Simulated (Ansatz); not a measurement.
**ZnO: frozen-core PAW against all-electron methods**

```xyz
4
Lattice="3.2494 0.0000 0.0000 -1.6247 2.8141 0.0000 0.0000 0.0000 5.2038" Properties=species:S:1:pos:R:3 pbc="T T T"
Zn    0.0000    1.8760    0.0000
Zn    1.6247    0.9380    2.6019
O     0.0000    1.8760    1.9884
O     1.6247    0.9380    4.5903
```

Atom numbers follow the list: Zn1, Zn2, O3, O4.

The cell comes from COD entry 9004178, which wasn't checked; take it as a given geometry.

All numbers are computed: DFT, LDA, PAW with Ansatz's default frozen-core files, scalar-relativistic (Ansatz 0.2.0); DFT, LDA, all-electron PAW with datasets made for the crystal, scalar-relativistic (Ansatz 0.2.0); DFT, LDA, all-electron LAPW, scalar-relativistic (Ansatz 0.2.0).

For PAW: a Γ-centred 11×11×6 k mesh, Fermi–Dirac smearing of 0.02 eV, cutoff 420 eV, no spin polarisation; the PAW files were made with PBE, and the program remakes their frozen cores for this functional. The crystal-made all-electron datasets (AE datasets) take a cutoff of 460 eV at this cell. LAPW targets a basis error of 0.5 meV/atom. The Ansatz runs share mesh, smearing and spin set-up. Plane-wave (PAW) pressures include the program's estimate of the Pulay term.

Stress and pressure are positive in compression.

Levels count from the top of the valence band.

```csv
quantity,PAW,AE datasets,LAPW
pressure (GPa),-7.05,-7.03,-7.03
stress xx (GPa),-7.27,-7.24,-7.24
stress zz (GPa),-6.61,-6.61,-6.61
"force on Zn1, z (eV/Å)",0.039,0.040,0.040
"force on O3, z (eV/Å)",-0.039,-0.040,-0.040
band gap (eV),0.736,0.747,0.747
highest filled level at H (eV),-1.226,-1.223,-1.223
lowest empty level at H (eV),7.870,7.877,7.877
highest filled level at L (eV),-1.358,-1.355,-1.355
lowest empty level at L (eV),5.594,5.601,5.601
field gradient Vzz at Zn1 (10²¹ V/m²),0.74,0.71,–
field gradient Vzz at O3 (10²¹ V/m²),-0.35,-0.34,–
```

PAW's pressure differs from the LAPW value by -0.02 GPa.
